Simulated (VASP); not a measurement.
Wanted: the native input for a VASP 6.6.1 run.

| Item | Value |
| --- | --- |
| Task | relaxation of cell and atoms |
| Functional | PBE |
| Potentials or basis | VASP PAW PBE potentials, release 64 (Ge, S) |
| Cutoff | 300 eV |
| k mesh | 2 × 4 × 3 |
| Occupations | gaussian, width 0.03 eV |
| Spin | no spin polarisation |
| Further INCAR settings | ALGO = Normal; EDIFF = 1e-06; IBRION = 2; EDIFFG = -0.01; NSW = 90; ISIF = 3 |

The structure of GeS lies in POSCAR:

```
GeS
1.0
   10.4810000000      0.0000000000      0.0000000000
    0.0000000000      3.6460000000      0.0000000000
    0.0000000000      0.0000000000      4.2990000000
Ge S
4 4
Direct
    0.1221000000      0.2500000000      0.1277000000
    0.3779000000      0.7500000000      0.6277000000
    0.6221000000      0.2500000000      0.3723000000
    0.8779000000      0.7500000000      0.8723000000
    0.8495000000      0.2500000000      0.5023000000
    0.6505000000      0.7500000000      0.0023000000
    0.3495000000      0.2500000000      0.9977000000
    0.1505000000      0.7500000000      0.4977000000
```

The input as run:

INCAR

```
PREC     = Accurate       # precision mode
ENCUT    = 300            # plane-wave cutoff, eV
EDIFF    = 1E-6           # SCF threshold, eV
ISMEAR   = 0              # smearing method
SIGMA    = 0.03           # smearing width, eV
LREAL    = F              # projectors in reciprocal space
LASPH    = T              # aspherical terms in the spheres
NELM     = 80             # most SCF steps
ALGO     = Normal         # electronic algorithm
ISIF     = 3              # what is computed and relaxed
LWAVE    = F              # write WAVECAR
LCHARG   = F              # write CHGCAR
GGA      = PE             # functional
IBRION   = 2              # ionic algorithm
NSW      = 90             # ionic steps
EDIFFG   = -0.01          # ionic threshold
KPAR     = 2
```

KPOINTS

```
regular mesh
0
Gamma
  2 4 3
```

Potentials or basis: VASP PAW PBE potentials, release 64 (Ge, S).

Run with:

```console
$ cat potpaw_PBE.64/Ge/POTCAR potpaw_PBE.64/S/POTCAR > POTCAR
$ mpirun -np 2 vasp_std > vasp.out
```

Results of the run:

- Relaxed volume: 21.56 Å³/atom
- Relaxed cell: a = 10.713 Å, b = 3.722 Å, c = 4.327 Å, α = 90.00°, β = 90.00°, γ = 90.00°
- Space group after relaxing (to 0.05 Å): Pnma (No. 62)
- Energy gained by relaxing: 7.8 meV/atom
- Ionic steps: 13
- Pressure after relaxing: 0.0 GPa
- Largest force after relaxing: 0.006 eV/Å
- Band gap on the k mesh: 1.22 eV, indirect (least direct gap 1.23 eV)

Caveat: the k mesh is coarse (spacing up to 0.49 Å⁻¹), so the values aren't converged; the cutoff is under 1.25 times the usual one of these potentials, so pressure, stress and relaxed cells hold a basis-set (Pulay) error; an odd mesh through Γ misses points on the zone boundary, where band edges often lie.

Run time: 99 s on 2 MPI ranks on Intel(R) Xeon(R) Platinum 8559C (Emerald Rapids) (shared host), peak memory 0.19 GiB a rank.
